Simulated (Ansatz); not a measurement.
## How much do the gradients of SiO₂ depend on the method?

Cell: a computed structure from the Materials Project (it need not be an observed phase), taken as it stands.

Space group P6_522 (No. 179); a = 7.3006, c = 7.0051 Å, γ = 120.00°.

| site | Wyckoff | site symmetry | x | y | z |
| --- | --- | --- | --- | --- | --- |
| Si | 6b | ..2 | 0.5339 | 0.7669 | 0.4167 |
| O7 | 6b | ..2 | 0.6123 | 0.3877 | 0.0833 |
| O8 | 6a | .2. | 0.0000 | 0.6829 | 0.1667 |

One atom of each set is listed.

First run. Computed with Ansatz: DFT, PBE, plane waves and PAW, scalar-relativistic, 420 eV cutoff, Γ-centred 4×4×3 k-points, Fermi–Dirac smearing 0.02 eV.

```
site  V_zz (10²¹ V/m²)     η
  Si             -0.41  0.10
  O7             10.18  0.00
  O8             10.05  0.03
```

Second run. The same atoms and settings, except that the functional is r2SCAN and the cutoff is 500 eV.

(1) What does the second run give?

Results:

(1) 

```json
{"site": "Si", "V_zz": "-0.40", "η": "0.06", "change of V_zz": "+0.01"}
{"site": "O7", "V_zz": "10.05", "η": "0.01", "change of V_zz": "-0.13"}
{"site": "O8", "V_zz": "9.94", "η": "0.03", "change of V_zz": "-0.11"}
```

The largest change of V_zz is on O7, from 10.18 to 10.05. In per cent, |V_zz| changes by -1 on O (all sites that start above 0.5).
